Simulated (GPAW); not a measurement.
Runs of GPAW 26.7.0 on PbS (Galena). Symmetry: Fm-3m, No. 225, cubic system. Conventional cell: a = 5.931 Å, b = 5.931 Å, c = 5.931 Å, α = 90.00°, β = 90.00°, γ = 90.00°. Pb (site symmetry m-3m) has 6 S at 2.97 Å as nearest neighbours. S (site symmetry m-3m) is surrounded by 6 Pb at 2.97 Å. 

```tsv
task	level	potentials or basis	spin	k mesh	cutoff (eV)	maxiter	eigensolver	band path	band points	spin axis theta (degrees)	mesh quality	gap on the mesh (eV)	pressure (GPa)	V0 of scaled cells (Å³/atom)	B0 (GPa)
equation of state	BP86	PAW data sets generated in the run's folder for this functional, pw	off	6 × 6 × 6	600	150	-	-	-	-	not flagged	-	-	27.16	53
band structure	revTPSS	GPAW PAW data sets (gpaw-data 1.2.1), pw	SOC, no magnetisation	6 × 6 × 6	600	150	davidson	GXWKGLUWLK,UX	80	90	not flagged	0.25	0.6	-	-
band structure	PBEsol	PAW data sets generated in the run's folder for this functional, pw	SOC, no magnetisation	6 × 6 × 6	600	150	-	GXWKGLUWLK,UX	80	0	not flagged	0.36	-1.2	-	-
band structure	BLYP	PAW data sets generated in the run's folder for this functional, pw	SOC, no magnetisation	6 × 6 × 6	600	150	davidson	GXWKGLUWLK,UX	100	0	not flagged	0.21	5.7	-	-
equation of state	LDA	PAW data sets generated in the run's folder for this functional, pw	off	6 × 6 × 6	600	150	-	-	-	-	not flagged	-	-	24.78	(b)
equation of state	WC	PAW data sets generated in the run's folder for this functional, pw	off	6 × 6 × 6	600	150	-	-	-	-	not flagged	-	-	(c)	58
equation of state	BLYP+D3(BJ)	PAW data sets generated in the run's folder for this functional, pw	off	6 × 6 × 6	600	150	davidson	-	-	-	not flagged	-	-	(a)	55
equation of state	PBEsol	PAW data sets generated in the run's folder for this functional, pw	off	6 × 6 × 6	600	150	-	-	-	-	not flagged	-	-	25.56	57
```

Alike in all rows: cell as given; smearing fermi-dirac 0.05 eV.

Estimate the missing entries.

(a) 26.47; (b) 61; (c) 25.58.

Caveats: spin-orbit coupling was added after a scalar SCF, so levels and gaps hold it while energy, forces, pressure and moments don't (some runs); this program's spin-orbit splittings come out too wide for heavy elements (some runs); the PAW data sets were made with another functional, which shifts forces and pressure a little (some runs).

A k mesh can miss the band edges, and rows without SOC leave out spin-orbit coupling on Pb.

Runs at the PBE level aren't shown here.
